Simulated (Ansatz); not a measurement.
HfN:

```
Hf N
1.0
     2.82503    0.00000    0.00000
     0.00000    2.82503    0.00000
     0.00000    0.00000    2.82503
Hf N
1 1
Direct
  0.50000 0.50000 0.50000
  0.00000 0.00000 0.00000
```

The cell was built by a generator and needn't be a form met in nature.

```yaml
Program: Ansatz 0.2.0
Task: relaxation of cell and atoms
Functional: r2SCAN
Dispersion: rVV10
Potentials_or_basis: Ansatz PAW
Cutoff: "500 eV (not typed: the program's choice for these potentials)"
k_mesh: 9 × 9 × 9
Occupations: fermi-dirac, width 0.05 eV
Spin: no spin polarisation
```

At the start: volume 11.27 Å³/atom.

Problem. Where does the relaxation end?

Solution. It ends after 5 steps and the volume is 10.94 Å³/atom (-3.0 %); space group Pm-3m (No. 221, to 0.05 Å).

The path:
```tsv
step	energy change (eV)	largest force (eV/Å)	volume (Å³)
1	0.0000	0.0000	22.55
2	-0.0086	0.0000	21.44
3	-0.0159	0.0000	21.90
4	-0.0159	0.0000	21.88
5	-0.0158	0.0000	21.88
```

Final structure:
```
Hf N
1.0
     2.79691    0.00000    0.00000
     0.00000    2.79691    0.00000
     0.00000    0.00000    2.79691
Hf N
1 1
Direct
  0.50000 0.50000 0.50000
  0.00000 0.00000 0.00000
```

Caveat: the plane-wave basis is chosen anew once the cell has moved, so the energies of steps on either side of that aren't comparable; the PAW data sets come from PBE, with cores solved anew for the run's functional, which leaves a small shift of forces and pressure.
